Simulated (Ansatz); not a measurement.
# Cobalt, diamond under revPBE: structure, energy and stiffness, part 2 of 2

Aim: take cobalt in the diamond structure, relax it, solve it on a dense k-mesh, then scale the cell to 7 volumes from 88 to 112 % of the relaxed one and try a fit of the equation of state. The start is antiferromagnetic. The k-meshes are 11×11×11 for the relaxation; 17×17×17 for the dense run; 12×12×12 for the volumes.

Ansatz 0.2.0; DFT, revPBE, plane waves (420 eV) with PAW, scalar-relativistic. Earlier steps stand in the parts before.

### 5 The cell scaled to 92 % of its volume

This is Co in the diamond structure; at room conditions it is hcp.

input.yaml

```yaml
crystal:
  lattice:
    - [0.0, 2.4903660629, 2.4903660629]
    - [2.4903660629, 0.0, 2.4903660629]
    - [2.4903660629, 2.4903660629, 0.0]
  atoms:
    - { symbol: Co, position: [0.125, 0.125, 0.125], spin: -1.777 }
    - { symbol: Co, position: [0.875, 0.875, 0.875], spin: -1.777 }
hamiltonian:
  xc: revpbe
  pseudopotentials:
    kind: paw
    azcp:
      Co: "pseudopotentials/Co.paw.azcp"
basis:
  ecutwfc: 420
  fft_grid_basis: typed
kpoints:
  mp_grid: { grid: [12, 12, 12], shift: [0, 0, 0] }
magnetization:
  spin_polarized: true
scf:
  occupations: { method: fermi_dirac, width: 0.05 }
  lower_state_search: "off"
output:
  stress: true
  write_density: true
  write_potential: true
  elf: true
  volumetric_format: npy
```

The run is started by

```sh
$ ansatz run input.yaml --threads 2 --pin off --max-ram 5120MiB --backend cpu --events-out ev --progress --plain --runs-dir out
```

Standard output:

```text
Warning: RAYON_NUM_THREADS=2 ignored (pool sized by the plan → 2); use --threads N
Engine: ansatz 0.2.0, x86_64-unknown-linux-gnu
Pseudopotentials: kind: paw
Pseudopotential: Co, paw, valence charge 17, recommended cutoff 420 eV (normal), <dir>
Functional definition: revPBE
  parameter kappa = 1.245
  parameter beta = 0.06672455060314922
  exchange = pbe_x(kappa = kappa, mu = beta*pi^2/3)
  correlation = pbe_c(beta = beta)
Crystal: 2 atoms, lattice volume = 30.890 Å³
Basis set: ecut = 420 eV, 609 PW (Γ)
Bands: 23, of which v1, the nominal top of the filled ones, is band 17 counted from 1 (16 counted from 0)
Symmetry: 48 space group operations
Space group: Fd-3m (ITA 227), of the structure as read, at distance tolerance 3.1e-5 Å
Magnetic group: BNS 227.128 (UNI 1630), of the structure as read, at distance tolerance 3.1e-5 Å
k-points: 72 of 1728
Non-local potential: Co, projectors of the file, l = 0: 3, l = 1: 2, l = 2: 3, l = 3: 1
PAW form: soft (Blöchl's): semilocal exchange-correlation on the pseudo side does not see the compensation charge
PAW frozen core: Co, regenerated for the run's functional, and the local potential with it (the file was generated under x = pbe(κ = 0.804, μ = 0.2195149727645171), c = pbe(β = 0.06672455060314922))
PAW one-centre angular grid: Co, 590 points (default); XC on 64 Gauss nodes
Initial density: superposition of atomic densities (chi_scale 0.1, normalization cell)
Starting moments: Σ|m| = 3.554 μB on 2 of 2 sites
Initial wavefunctions: pseudopotential atomic-orbital guess
Functional: x = revpbe(κ = 1.245, μ = 0.2195149727645171), c = pbe(β = 0.06672455060314922)
SCF iter   1: F=—  HF=-10256.887800 eV  |F-HF|=—  |Δ(HF+E_count)|=         —  Δρ=5.56e-2 (↑3.37e-2 ↓5.56e-2)  dr2=1.88e0  dr2_m=1.30e-1  M=-3.222 μB ∫|m|=3.236 μB  β_m=1.00  ethr=3.10e-3  ⟨swp⟩=5.5  Hψ=12925  notcnv=0
preconditioner: auto → Kerker (q_TF=auto, 2.772 Å⁻¹)  [metal: Δε(μ)=0.027 eV  Ē_g=7.643 eV  σ=0.050 eV  W_gap=0.13  n_scr=14 (ndim 8)  ℏωp=28.3 eV  f_vac=0.000  D(μ)=2.25/eV (n_scr^D=26)]
spin=Collinear: Kerker preconditioning applied to the charge; magnetization (m = ρ↑ − ρ↓) channel mixes plain (no charge-response kernel on spin).
SCF iter   2: F=—  HF=-10256.734259 eV  |F-HF|=—  |Δ(HF+E_count)|=   1.54e-1  Δρ=1.91e-2 (↑1.75e-2 ↓1.91e-2)  dr2=4.11e-1  dr2_m=1.84e-2  M=-3.193 μB ∫|m|=3.318 μB  β_m=1.00  ethr=3.10e-3  ⟨swp⟩=2.7  Hψ=6727  notcnv=0  defer=57
SCF iter   3: F=—  HF=-10256.690963 eV  |F-HF|=—  |Δ(HF+E_count)|=   4.33e-2  Δρ=1.29e-2 (↑1.24e-2 ↓1.29e-2)  dr2=2.12e-1  dr2_m=4.65e-3  M=-3.223 μB ∫|m|=3.385 μB  β_m=1.00  ethr=1.21e-3  ⟨swp⟩=1.5  Hψ=3625  notcnv=0  defer=63
SCF iter   4: F=—  HF=-10256.631572 eV  |F-HF|=—  |Δ(HF+E_count)|=   5.94e-2  Δρ=7.61e-3 (↑7.61e-3 ↓3.60e-3)  dr2=1.11e-2  dr2_m=5.32e-3  M=-3.283 μB ∫|m|=3.455 μB  β_m=1.00  ethr=6.22e-4  ⟨swp⟩=2.4  Hψ=5250  notcnv=0  defer=67
SCF iter   5: F=—  HF=-10256.652982 eV  |F-HF|=—  |Δ(HF+E_count)|=   2.14e-2  Δρ=5.32e-3 (↑5.32e-3 ↓2.52e-3)  dr2=7.30e-3  dr2_m=1.93e-3  M=-3.319 μB ∫|m|=3.497 μB  β_m=1.00  ethr=3.25e-5  ⟨swp⟩=2.3  Hψ=6139  notcnv=0  defer=67
SCF iter   6: F=—  HF=-10256.673158 eV  |F-HF|=—  |Δ(HF+E_count)|=   2.02e-2  Δρ=2.12e-3 (↑2.12e-3 ↓1.72e-3)  dr2=2.83e-4  dr2_m=9.29e-4  M=-3.341 μB ∫|m|=3.526 μB  β_m=1.00  ethr=2.15e-5  ⟨swp⟩=2.0  Hψ=6474  notcnv=0  defer=67
SCF iter   7: F=—  HF=-10256.681202 eV  |F-HF|=—  |Δ(HF+E_count)|=   8.04e-3  Δρ=1.73e-3 (↑1.46e-3 ↓1.73e-3)  dr2=7.66e-5  dr2_m=6.51e-4  M=-3.360 μB ∫|m|=3.549 μB  β_m=0.30  ethr=8.33e-7  ⟨swp⟩=2.0  Hψ=5701  notcnv=0  defer=67
Mixer restart at iter 7: flushing history
spin-set hold released at iteration 7 (site moments contracting): the magnetisation degrees of freedom join the quasi-Newton model from the next iteration; the mixer history was flushed
SCF iter   8: F=—  HF=-10256.688132 eV  |F-HF|=—  |Δ(HF+E_count)|=   6.93e-3  Δρ=2.39e-3 (↑1.90e-3 ↓2.39e-3)  dr2=6.21e-5  dr2_m=1.25e-3  M=-3.374 μB ∫|m|=3.565 μB  β_m=0.52  ethr=2.25e-7  ⟨swp⟩=2.0  Hψ=5838  notcnv=0  defer=67
SCF iter   9: F=—  HF=-10256.696662 eV  |F-HF|=—  |Δ(HF+E_count)|=   8.53e-3  Δρ=1.91e-3 (↑1.57e-3 ↓1.91e-3)  dr2=2.88e-5  dr2_m=8.49e-4  M=-3.412 μB ∫|m|=3.615 μB  β_m=0.80  ethr=1.83e-7  ⟨swp⟩=3.3  Hψ=7823  notcnv=0  defer=67
SCF iter  10: F=—  HF=-10256.696916 eV  |F-HF|=—  |Δ(HF+E_count)|=   2.54e-4  Δρ=4.76e-4 (↑4.76e-4 ↓2.82e-5)  dr2=4.44e-5  dr2_m=1.50e-5  M=-3.422 μB ∫|m|=3.632 μB  β_m=0.90  ethr=8.48e-8  ⟨swp⟩=2.1  Hψ=5676  notcnv=0  defer=67
SCF iter  11: F=—  HF=-10256.696926 eV  |F-HF|=—  |Δ(HF+E_count)|=   9.72e-6  Δρ=2.61e-4 (↑1.63e-4 ↓2.61e-4)  dr2=2.24e-5  dr2_m=7.02e-7  M=-3.423 μB ∫|m|=3.633 μB  β_m=0.78  ethr=8.48e-8  ⟨swp⟩=2.0  Hψ=5717  notcnv=0  defer=67
SCF iter  12: F=—  HF=-10256.696921 eV  |F-HF|=—  |Δ(HF+E_count)|=   4.86e-6  Δρ=1.63e-4 (↑1.63e-4 ↓1.49e-4)  dr2=1.92e-5  dr2_m=3.02e-8  M=-3.423 μB ∫|m|=3.634 μB  β_m=0.67  ethr=6.59e-8  ⟨swp⟩=2.0  Hψ=5679  notcnv=0  defer=67
SCF iter  13: F=—  HF=-10256.696917 eV  |F-HF|=—  |Δ(HF+E_count)|=   3.28e-6  Δρ=4.92e-5 (↑4.92e-5 ↓4.82e-5)  dr2=2.11e-6  dr2_m=3.30e-9  M=-3.423 μB ∫|m|=3.634 μB  β_m=0.75  ethr=5.64e-8  ⟨swp⟩=1.4  Hψ=3677  notcnv=0  defer=67
SCF iter  14: F=—  HF=-10256.696917 eV  |F-HF|=—  |Δ(HF+E_count)|=   3.37e-7  Δρ=1.72e-5 (↑1.72e-5 ↓1.60e-5)  dr2=2.75e-7  dr2_m=4.32e-10  M=-3.423 μB ∫|m|=3.634 μB  β_m=0.88  ethr=6.21e-9  ⟨swp⟩=2.2  Hψ=4156  notcnv=0  defer=67
SCF iter  15: F=-10256.696917 eV  HF=-10256.696917 eV  |F-HF|=9.66e-9  |Δ(HF+E_count)|=   3.60e-8  Δρ=4.07e-6 (↑4.07e-6 ↓3.55e-6)  dr2=1.31e-8  dr2_m=3.40e-11  M=-3.423 μB ∫|m|=3.634 μB  ethr=2.94e-10  ⟨swp⟩=9.7  Hψ=18676  notcnv=0
the search or the solves at the SCF's close seem to have found levels that the self-consistency loop had missed (the run counts 2). By its estimate they hold under 1e-12 electrons; where the run keeps them, the occupations were computed again with them
SCF 1 converged in 15 iterations: F = -10256.696917 eV  dr2 = 1.31e-8
SCF converged after 15 iterations
Magnetization: -3.4227 μB (15.2887 up, 18.7113 down)
Absolute magnetization: 3.6354 μB (∫|ρ↑−ρ↓|, with the PAW one-centre terms)
Spin contamination: 0.0633 ħ² per cell (⟨S²⟩ above its minimum at these occupations)
Per-site moments (μB) at R_I (Å): [(-1.7193534962428747, 0.8896471135175396), (-1.719353496242875, 0.8896471135175396)]
Free energy (F): -10256.696917 eV
Harris-Foulkes:  -10256.696917 eV  (|F-HF|=9.66e-9)
Internal energy: -10256.680696 eV  (E = F + TS)
E sigma→0 (E₀):  -10256.688807 eV
Entropy (-TS):   -0.016221 eV (-8.110 meV/atom)
Fermi energy:    11.878628 eV
--- Per-component energies (eV) ---
  E_band       = -713.058453
  E_kinetic    = 910.137236
  E_local      = -7302.207927  (includes V_loc(G=0)·N_el)
  E_nonlocal   = 917.383172
  E_hartree    = 3081.421270
  E_xc         = -315.676968
  E_vxc        = -406.596343  (∫ρ·V_xc dr)
  E_paw        = -3046.898294  (= ΣΔE_a)
  E_vpaw       = -994.629851  (= ΣTr[D̂ρ^β])
  E_aug_tail   = 0.000156  (compensation charges beyond the density's cutoff)
  E_ewald      = -4500.773433
  E_core_change = -0.065908  (= ΣΔE_core)
  E_smearing   = -0.016221  (= −TS)
  E_closure    = 0.000000  (closes the sum)
  Σ components = -10256.696917   (vs F -10256.696917, Δ=0.00e0)
--- Stress (GPa, compression-positive) ---
        9.554302       0.000000      -0.000000
        0.000000       9.554302       0.000000
       -0.000000       0.000000       9.554302
  P = ⅓ Tr σ = 9.5543 GPa (95.543 kbar)
--- Band table (eV; the first three rows and the last of 144) ---
  k-point 0 ↑: bands = ["-82.0908", "-81.8725", "-45.4571", "-45.4571", "-45.4571", "-45.0828", "-45.0828", "-45.0828", "5.2161", "10.0357", "10.0357", "10.0358", "10.0358", "10.0358", "11.8990", "11.8990", "11.8990", "13.4555", "13.4555", "25.0380", "25.0380", "25.0380", "25.4033"]
  k-point 1 ↑: bands = ["-82.0880", "-81.8751", "-45.4600", "-45.4600", "-45.4563", "-45.0841", "-45.0800", "-45.0800", "5.3501", "9.8864", "9.8864", "10.0425", "10.2187", "10.2187", "11.8236", "11.8942", "11.8942", "13.4507", "13.4507", "22.7736", "24.1976", "24.1976", "26.0226"]
  k-point 2 ↑: bands = ["-82.0799", "-81.8828", "-45.4675", "-45.4675", "-45.4541", "-45.0879", "-45.0725", "-45.0725", "5.7454", "9.7969", "9.7969", "10.0696", "10.3846", "10.3846", "11.6055", "11.9046", "11.9046", "13.4315", "13.4315", "20.3294", "23.3364", "23.3364", "25.5098"]
  k-point 71 ↓: bands = ["-84.0937", "-84.0937", "-47.5852", "-47.5852", "-47.3394", "-47.3394", "-47.0905", "-47.0905", "7.8600", "7.8600", "8.9153", "8.9153", "9.3898", "9.3898", "9.7243", "9.7243", "11.6058", "11.6058", "13.8678", "13.8678", "14.7291", "14.7291", "26.1153"]
```

It took 2.6 s on 2 threads of Intel Xeon 6975P-C (Granite Rapids), shared host; peak memory 0.36 GiB.

The maps below are laid out on this run's own conventional cell (a, b, c = 4.981, 4.981, 4.981 Å).

Density in a lattice plane of the grid's cell (edges 4.98 and 4.98 Å, at 0.125 of the third edge), which holds Co. It is the smooth density of the valence electrons, not physical close to the nuclei.

Ten even steps from ' ' (0.06 e/Å³) to '@' (41.29 e/Å³):
```
                                                
                                                
                                                
                                                
                                                
                          ..::--::..            
                          ::##@@##::            
                          ::**@@##::            
                          ..::--::..            
                                                
                                                
                                                
                                                
                                                
                                                
  ..::--::..                                    
  ::##@@##::                                    
  ::**@@##::                                    
  ..::--::..                                    
                                                
```
Columns run along the first of these edges and rows up along the second, over one cell in 24 and 20 even steps from the bottom left corner. Atoms in the plane (fractional): Co at (0.12, 0.12), Co at (0.62, 0.62).

Spin density (up less down) in a lattice plane of the grid's cell (edges 4.98 and 4.98 Å, at 0.125 of the third edge), which holds Co.

Values in e/Å³, 12 rows by 12 columns:
```
 0.00 -0.02 -0.02  0.00  0.00  0.00  0.00  0.01  0.01  0.00  0.00  0.01
 0.01  0.01  0.01  0.00  0.00  0.00  0.00 -0.02 -0.02  0.00  0.01  0.00
 0.00  0.01  0.01  0.00  0.00  0.00 -0.07 -0.35 -0.35 -0.07  0.00  0.00
 0.00  0.00  0.00  0.01  0.01 -0.02 -0.32 -2.84 -2.99 -0.35 -0.02  0.01
 0.00  0.00  0.00  0.01  0.01 -0.02 -0.31 -2.75 -2.84 -0.35 -0.02  0.01
 0.00  0.00  0.00  0.00  0.01  0.00 -0.06 -0.31 -0.32 -0.07  0.00  0.00
 0.00  0.01  0.01  0.00  0.00  0.01  0.00 -0.02 -0.02  0.00  0.00  0.00
 0.00 -0.02 -0.02  0.00  0.01  0.00  0.01  0.01  0.01  0.00  0.00  0.00
-0.07 -0.35 -0.35 -0.07  0.00  0.00  0.00  0.01  0.01  0.00  0.00  0.00
-0.32 -2.84 -2.99 -0.35 -0.02  0.01  0.00  0.00  0.00  0.01  0.01 -0.02
-0.31 -2.75 -2.84 -0.35 -0.02  0.01  0.00  0.00  0.00  0.01  0.01 -0.02
-0.06 -0.31 -0.32 -0.07  0.00  0.00  0.00  0.00  0.00  0.00  0.01  0.00
```
Columns run along the first of these edges and rows up along the second, over one cell in 12 and 12 even steps from the bottom left corner. Atoms in the plane (fractional): Co at (0.12, 0.12), Co at (0.62, 0.62).

### 6 The cell scaled to 96 % of its volume

Edit input.yaml of step 5 so:

```diff
@@ -2,5 +2,5 @@
   lattice:
-    - [0.0, 2.4903660629, 2.4903660629]
-    - [2.4903660629, 0.0, 2.4903660629]
-    - [2.4903660629, 2.4903660629, 0.0]
+    - [0.0, 2.5259475282, 2.5259475282]
+    - [2.5259475282, 0.0, 2.5259475282]
+    - [2.5259475282, 2.5259475282, 0.0]
   atoms:
```

The run is started by

```sh
$ ansatz run input.yaml --threads 2 --pin off --max-ram 5120MiB --backend cpu --events-out ev --progress --plain --runs-dir out
```

Standard output, shortened:

```text
Warning: RAYON_NUM_THREADS=2 ignored (pool sized by the plan → 2); use --threads N
[...]
Pseudopotentials: kind: paw
Pseudopotential: Co, paw, valence charge 17, recommended cutoff 420 eV (normal), <dir>
Functional definition: revPBE
[...]
Crystal: 2 atoms, lattice volume = 32.233 Å³
Basis set: ecut = 420 eV, 609 PW (Γ)
Bands: 23, of which v1, the nominal top of the filled ones, is band 17 counted from 1 (16 counted from 0)
Symmetry: 48 space group operations
[...]
Free energy (F): -10256.753795 eV
[...]
E sigma→0 (E₀):  -10256.746079 eV
Entropy (-TS):   -0.015434 eV (-7.717 meV/atom)
Fermi energy:    11.223022 eV
[...]
--- Stress (GPa, compression-positive) ---
        4.205147       0.000000      -0.000000
        0.000000       4.205147      -0.000000
        0.000000       0.000000       4.205147
  P = ⅓ Tr σ = 4.2051 GPa (42.051 kbar)
--- Band table (eV; the first three rows and the last of 144) ---
[... band rows left out ...]
[...]
```

Wall time 2.4 s (2 threads of Intel Xeon 6975P-C (Granite Rapids), shared host); peak memory 0.37 GiB.

### 7 The cell scaled to 100 % of its volume

Edit input.yaml of step 6 so:

```diff
@@ -2,5 +2,5 @@
   lattice:
-    - [0.0, 2.5259475282, 2.5259475282]
-    - [2.5259475282, 0.0, 2.5259475282]
-    - [2.5259475282, 2.5259475282, 0.0]
+    - [0.0, 2.5605538495, 2.5605538495]
+    - [2.5605538495, 0.0, 2.5605538495]
+    - [2.5605538495, 2.5605538495, 0.0]
   atoms:
@@ -26,5 +26 @@
   stress: true
-  write_density: true
-  write_potential: true
-  elf: true
-  volumetric_format: npy
```

The run is started by

```sh
$ ansatz run input.yaml --threads 2 --pin off --max-ram 5120MiB --backend cpu --events-out ev --progress --plain --runs-dir out
```

Standard output, shortened:

```text
Warning: RAYON_NUM_THREADS=2 ignored (pool sized by the plan → 2); use --threads N
[...]
Pseudopotentials: kind: paw
Pseudopotential: Co, paw, valence charge 17, recommended cutoff 420 eV (normal), <dir>
Functional definition: revPBE
[...]
Crystal: 2 atoms, lattice volume = 33.576 Å³
Basis set: ecut = 420 eV, 645 PW (Γ)
Bands: 23, of which v1, the nominal top of the filled ones, is band 17 counted from 1 (16 counted from 0)
Symmetry: 48 space group operations
[...]
Spin contamination: 0.0768 ħ² per cell (⟨S²⟩ above its minimum at these occupations)
Per-site moments (μB) at R_I (Å): [(-1.7707754988273128, 0.9147206810878272), (-1.7707754988273121, 0.9147206810878272)]
Free energy (F): -10256.770490 eV
[...]
E sigma→0 (E₀):  -10256.762477 eV
Entropy (-TS):   -0.016025 eV (-8.013 meV/atom)
Fermi energy:    10.619599 eV
[...]
--- Stress (GPa, compression-positive) ---
       -0.035470       0.000000       0.000000
        0.000000      -0.035470       0.000000
        0.000000       0.000000      -0.035470
  P = ⅓ Tr σ = -0.0355 GPa (-0.355 kbar)
```

It took 2 s on 2 threads of Intel Xeon 6975P-C (Granite Rapids), shared host; peak memory 0.36 GiB.

### 8 The cell scaled to 104 % of its volume

Edit input.yaml of step 7 so:

```diff
@@ -2,5 +2,5 @@
   lattice:
-    - [0.0, 2.5605538495, 2.5605538495]
-    - [2.5605538495, 0.0, 2.5605538495]
-    - [2.5605538495, 2.5605538495, 0.0]
+    - [0.0, 2.5942492116, 2.5942492116]
+    - [2.5942492116, 0.0, 2.5942492116]
+    - [2.5942492116, 2.5942492116, 0.0]
   atoms:
```

The run is started by

```sh
$ ansatz run input.yaml --threads 2 --pin off --max-ram 5120MiB --backend cpu --events-out ev --progress --plain --runs-dir out
```

Standard output, shortened:

```text
Warning: RAYON_NUM_THREADS=2 ignored (pool sized by the plan → 2); use --threads N
[...]
Pseudopotentials: kind: paw
Pseudopotential: Co, paw, valence charge 17, recommended cutoff 420 eV (normal), <dir>
Functional definition: revPBE
[...]
Crystal: 2 atoms, lattice volume = 34.919 Å³
Basis set: ecut = 420 eV, 701 PW (Γ)
Bands: 23, of which v1, the nominal top of the filled ones, is band 17 counted from 1 (16 counted from 0)
Symmetry: 48 space group operations
[...]
Spin contamination: 0.0838 ħ² per cell (⟨S²⟩ above its minimum at these occupations)
Per-site moments (μB) at R_I (Å): [(-1.798100042471986, 0.9267578599097576), (-1.798100042471986, 0.9267578599097576)]
Free energy (F): -10256.755675 eV
[...]
E sigma→0 (E₀):  -10256.747520 eV
Entropy (-TS):   -0.016311 eV (-8.155 meV/atom)
Fermi energy:    10.060932 eV
[...]
--- Stress (GPa, compression-positive) ---
       -3.368966       0.000000       0.000000
        0.000000      -3.368966      -0.000000
       -0.000000      -0.000000      -3.368966
  P = ⅓ Tr σ = -3.3690 GPa (-33.690 kbar)
```

Run time: 2.1 s. Hardware: 2 threads of Intel Xeon 6975P-C (Granite Rapids), shared host; peak memory 0.37 GiB.

### 9 The cell scaled to 108 % of its volume

Edit input.yaml of step 8 so:

```diff
@@ -2,5 +2,5 @@
   lattice:
-    - [0.0, 2.5942492116, 2.5942492116]
-    - [2.5942492116, 0.0, 2.5942492116]
-    - [2.5942492116, 2.5942492116, 0.0]
+    - [0.0, 2.6270912956, 2.6270912956]
+    - [2.6270912956, 0.0, 2.6270912956]
+    - [2.6270912956, 2.6270912956, 0.0]
   atoms:
```

The run is started by

```sh
$ ansatz run input.yaml --threads 2 --pin off --max-ram 5120MiB --backend cpu --events-out ev --progress --plain --runs-dir out
```

Standard output, shortened:

```text
Warning: RAYON_NUM_THREADS=2 ignored (pool sized by the plan → 2); use --threads N
[...]
Pseudopotentials: kind: paw
Pseudopotential: Co, paw, valence charge 17, recommended cutoff 420 eV (normal), <dir>
Functional definition: revPBE
[...]
Crystal: 2 atoms, lattice volume = 36.262 Å³
Basis set: ecut = 420 eV, 725 PW (Γ)
Bands: 23, of which v1, the nominal top of the filled ones, is band 17 counted from 1 (16 counted from 0)
Symmetry: 48 space group operations
[...]
Spin contamination: 0.0906 ħ² per cell (⟨S²⟩ above its minimum at these occupations)
Per-site moments (μB) at R_I (Å): [(-1.8222014351971694, 0.9384902175208617), (-1.8222014351971692, 0.9384902175208617)]
Free energy (F): -10256.715843 eV
[...]
E sigma→0 (E₀):  -10256.707596 eV
Entropy (-TS):   -0.016495 eV (-8.247 meV/atom)
Fermi energy:    9.543621 eV
[...]
--- Stress (GPa, compression-positive) ---
       -6.030867      -0.000000      -0.000000
        0.000000      -6.030867      -0.000000
       -0.000000       0.000000      -6.030867
  P = ⅓ Tr σ = -6.0309 GPa (-60.309 kbar)
```

Run time: 2.2 s. Hardware: 2 threads of Intel Xeon 6975P-C (Granite Rapids), shared host; peak memory 0.37 GiB.

### 10 The cell scaled to 112 % of its volume

Edit input.yaml of step 9 so:

```diff
@@ -2,5 +2,5 @@
   lattice:
-    - [0.0, 2.6270912956, 2.6270912956]
-    - [2.6270912956, 0.0, 2.6270912956]
-    - [2.6270912956, 2.6270912956, 0.0]
+    - [0.0, 2.6591321522, 2.6591321522]
+    - [2.6591321522, 0.0, 2.6591321522]
+    - [2.6591321522, 2.6591321522, 0.0]
   atoms:
```

The run is started by

```sh
$ ansatz run input.yaml --threads 2 --pin off --max-ram 5120MiB --backend cpu --events-out ev --progress --plain --runs-dir out
```

Standard output, shortened:

```text
Warning: RAYON_NUM_THREADS=2 ignored (pool sized by the plan → 2); use --threads N
[...]
Pseudopotentials: kind: paw
Pseudopotential: Co, paw, valence charge 17, recommended cutoff 420 eV (normal), <dir>
Functional definition: revPBE
[...]
Crystal: 2 atoms, lattice volume = 37.605 Å³
Basis set: ecut = 420 eV, 725 PW (Γ)
Bands: 23, of which v1, the nominal top of the filled ones, is band 17 counted from 1 (16 counted from 0)
Symmetry: 48 space group operations
[...]
Spin contamination: 0.0975 ħ² per cell (⟨S²⟩ above its minimum at these occupations)
Per-site moments (μB) at R_I (Å): [(-1.844630762888921, 0.9499363482778904), (-1.84463076288892, 0.9499363482778904)]
Free energy (F): -10256.656088 eV
[...]
E sigma→0 (E₀):  -10256.647690 eV
Entropy (-TS):   -0.016797 eV (-8.399 meV/atom)
Fermi energy:    9.062992 eV
[...]
--- Stress (GPa, compression-positive) ---
       -8.138217       0.000000      -0.000000
        0.000000      -8.138217       0.000000
       -0.000000       0.000000      -8.138217
  P = ⅓ Tr σ = -8.1382 GPa (-81.382 kbar)
```

Wall time 2.3 s (2 threads of Intel Xeon 6975P-C (Granite Rapids), shared host); peak memory 0.38 GiB.

### 11 Energy and pressure against volume

The cell was scaled evenly, with its shape and the fractional positions fixed.

| V (Å³/atom) | E − E₀ (meV/atom) | P from the stress (GPa) | P from the fit (GPa) | largest moment (μB) |
| --- | --- | --- | --- | --- |
| 14.774 | 91.0 | 15.82 | 16.50 | 1.66 |
| 15.445 | 36.9 | 9.55 | 9.61 | 1.72 |
| 16.117 | 8.3 | 4.21 | 4.21 | 1.75 |
| 16.788 | 0.1 | -0.04 | -0.05 | 1.77 |
| 17.460 | 7.5 | -3.37 | -3.41 | 1.80 |
| 18.131 | 27.5 | -6.03 | -6.05 | 1.82 |
| 18.803 | 57.5 | -8.14 | -8.13 | 1.84 |

A third-order Birch-Murnaghan fit gives V₀ = 16.779 Å³/atom, B₀ = 95 GPa and B₀′ = 4.9; it misses no point by more than 0.09 meV/atom.

Fit and stress differ a little: one follows E(σ → 0), the other the smeared free energy.

### 12 What came out

What follows sums up all 2 parts.

| quantity | value |
| --- | --- |
| space group (spins left aside) | Fd-3m (No. 227) |
| conventional cell | a = 5.121 Å |
| volume | 16.788 Å³/atom |
| shortest distance | 2.218 Å |
| gap on the mesh | none (levels filled in part) |
| magnetic state | ferromagnetic, up to 1.78 μB per atom |
| relative to hcp, ferromagnetic | +1253 meV/atom |
| V₀, B₀, B₀′ | 16.779 Å³/atom, 95 GPa, 4.9 |

**Reading.** The relaxation enlarged the cell by 12.3 % in volume. Against the reference form of cobalt (hcp, ferromagnetic, computed apart with the same settings) it stands 1253 meV/atom higher. It ends ferromagnetic, with up to 1.78 μB per atom. That is not the order it started in. No gap shows: it is a metal or semimetal at this level. B₀ comes out at 95 GPa. The symmetry was held, so the structure may be unstable against distortions that break it.
